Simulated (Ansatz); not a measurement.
# CaSe, response to strain

Take CaSe in the rock salt structure (space group Fm-3m, No. 225) as the base.

```
CaSe
1.0
    0.00000     2.93425     2.93425
    2.93425     0.00000     2.93425
    2.93425     2.93425     0.00000
Ca Se
1 1
Direct
  0.00000   0.00000   0.00000
  0.50000   0.50000   0.50000
```

Cartesian axes are those of the cell as printed.

Strains are applied to the cell and any free atomic positions relax; under biaxial strain the out-of-plane vector relaxes too.

Level of theory: Ansatz (a quantum-chemistry and plane-wave program), PBEsol, PAW, cutoff 420 eV, no spin-orbit coupling.

Notes on the quantities. energy relative to the base: free energy F.

```csv
"biaxial strain, plane normal [111], relaxed out of plane (%)",energy relative to the base (meV/atom)
0,0.0
0.42,0.3
0.83,1.0
1.25,?
1.67,4.1
2.08,6.3
2.5,9.1
```

### Question
Fit ΔE = Aε² + Bε³ (ε in %) to the rows shown and predict the withheld row.

### Answer
Least squares on the printed values gives A = 1.48 and B = -0.012 meV/atom (largest residual 0.0 meV/atom); this predicts 2.3 meV/atom, and the run gives 2.3 meV/atom, in agreement.

Stability against distortions was not tested.
